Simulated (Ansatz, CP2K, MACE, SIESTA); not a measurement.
**Other levels on liquid Al2O3 at 2363 K (220 atoms)**

Density of this cell: 2.93 g/cm³. The cell holds 220 atoms: 88 Al and 132 O. Its edges and angles: a = 21.658 Å, b = 10.829 Å, c = 10.829 Å, α = 90.0°, β = 90.0°, γ = 90.0°. 110 atoms (44 Al, 66 O) placed at random at 2.93 g/cm³, melted at 4500 K for 20 ps at fixed volume with the Morse and Coulomb pair potential with partial charges (Pedone, Malavasi, Menziani, Cormack and Segre, J. Phys. Chem. B 110, 11780 (2006)). Snapshot at the end of a hold of 20 ps at 2363 K and fixed volume. The cell was repeated 2 x 1 x 1. Then every atom was moved at random, 0.03 Å r.m.s. a Cartesian component.

Geometry: as built.

The reference, a calculation:

```
method                                           : Kohn-Sham DFT, PBE, PAW, plane waves (Ansatz 0.2.0); cutoff 420 eV, Γ point, fermi-dirac smearing of 0.05 eV; PAW set soft_2
r.m.s. force component                           : 2.436 eV/Å
longest force                                    : 12.91 eV/Å
gap (highest filled to lowest empty level) : 0.6766 eV
SCF cycles                                       : 11
time                                             : 78 s on 4 threads of Arm Neoverse V1, shared host
CPU time                                         : 5.1 min
```

Runs, in no order:
A. SIESTA PBE, DZP, shift 0.01 Ry, mesh 350 Ry: Kohn-Sham DFT, PBE, PseudoDojo 0.4.1 norm-conserving pseudopotentials (converted to PSML), numerical atomic orbitals (DZP), diagonalisation
B. CP2K PBE, SZV-MOLOPT-SR, 450/40 Ry, OT DIIS: Kohn-Sham DFT, PBE, GTH-PBE pseudopotentials, Gaussian and plane waves, SZV-MOLOPT-SR-GTH, orbital transformation
C. MACE MP-0b2 small potential: machine-learned interatomic potential MACE MP-0b2 small, trained on PBE(+U) plane-wave data
D. CP2K PBE, DZVP-MOLOPT-SR, 450/40 Ry, OT DIIS: Kohn-Sham DFT, PBE, GTH-PBE pseudopotentials, Gaussian and plane waves, DZVP-MOLOPT-SR-GTH, orbital transformation

**Question.** Rank the runs by how far their forces lie from the reference's, least first.

D, C, A, B.

```csv
run,"Δ force, r.m.s. (meV/Å)",share of r.m.s. force (%),CPU time
"D. CP2K PBE, DZVP-MOLOPT-SR, 450/40 Ry, OT DIIS",93.9,3.86,19 min
C. MACE MP-0b2 small potential,165,6.77,8.9 s
"A. SIESTA PBE, DZP, shift 0.01 Ry, mesh 350 Ry",255,10.4,25 min
"B. CP2K PBE, SZV-MOLOPT-SR, 450/40 Ry, OT DIIS",648,26.6,13 min
```

Machine-learned potentials mimic data converged in k, so the reference's own k-point error enters their differences. The network of bonds at the start is that of the classical potential that made the cell, and needn't be the one that DFT or experiment would give. The electronic-structure runs sample only Γ, in a cell whose shortest periodic width is 11 Å.

[Logs are printed without paths, hosts, clocks, repeated set-up lines and the standing remarks that a program may print on its own settings, such as how far it seeks lower states.]

[Hosts, paths, dates, database ids (printed as entryN), source tags and the programs' standing remarks are cut or masked in the printed files.]
